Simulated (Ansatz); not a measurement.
## Two Ansatz runs on NaCl

The cell is a database entry far from equilibrium at this level of theory, probably a faulty or high-pressure entry; it serves as a test geometry alone.

First run: DFT, r2SCAN, PAW with Ansatz's default frozen-core files, scalar-relativistic (Ansatz 0.2.0).

Command: `ansatz run input.yaml --threads 1 --pin off --max-ram 2048MiB --backend cpu --events-out ev --progress --plain --runs-dir out` The run took 5.5 s on 1 thread of Intel(R) Xeon(R) Platinum 8375C CPU @ 2.90GHz (Ice Lake), on a shared host.

```yaml
crystal:
  lattice:
    - [2.86, 0.0, 0.0]
    - [0.0, 2.86, 0.0]
    - [0.0, 0.0, 2.86]
  atoms:
    - { symbol: Na, position: [0.0, 0.0, 0.0] }
    - { symbol: Cl, position: [0.5, 0.5, 0.5] }
kpoints:
  mp_grid: { grid: [9, 9, 9] }
  band_path:
    path:
      - [0.0, 0.0, 0.0]
      - [0.0, 0.5, 0.0]
      - [0.5, 0.5, 0.0]
      - [0.0, 0.0, 0.0]
      - [0.5, 0.5, 0.5]
      - [0.0, 0.5, 0.0]
      - [0.5, 0.5, 0.5]
      - [0.5, 0.5, 0.0]
    npoints: 5
scf:
  occupations: { method: fermi_dirac, width: 0.03 }
hamiltonian:
  xc: r2scan
  pseudopotentials: { kind: paw }
output:
  forces: true
  stress: true
  eigenvalues: true
  efg: { contact_densities: true }
  write_density: true
  write_potential: true
  elf: true
  volumetric_format: npy
```

Result: converged; pressure 63.9 GPa; gap on the k mesh 5.34 eV (the mesh can miss the band edges); 6 SCF iterations.

The input is then changed:

```diff
@@ -8,5 +8,5 @@
     - { symbol: Cl, position: [0.5, 0.5, 0.5] }
 kpoints:
-  mp_grid: { grid: [9, 9, 9] }
+  mp_grid: { grid: [9, 9, 9], shift: [0.5, 0.5, 0.5] }
   band_path:
     path:
@@ -24,5 +24,5 @@
 hamiltonian:
   xc: r2scan
-  pseudopotentials: { kind: paw }
+  pseudopotentials: { kind: paw_fr }
 output:
   forces: true
@@ -34,3 +34,6 @@
   elf: true
   volumetric_format: npy
+magnetization:
+  noncollinear: true
+  spin_orbit: true
```

Problem. Predict the outcome of the changed run.

Solution. It converged; pressure 63.9 GPa; gap on the k mesh 5.23 eV (the mesh can miss the band edges); 7 SCF iterations.
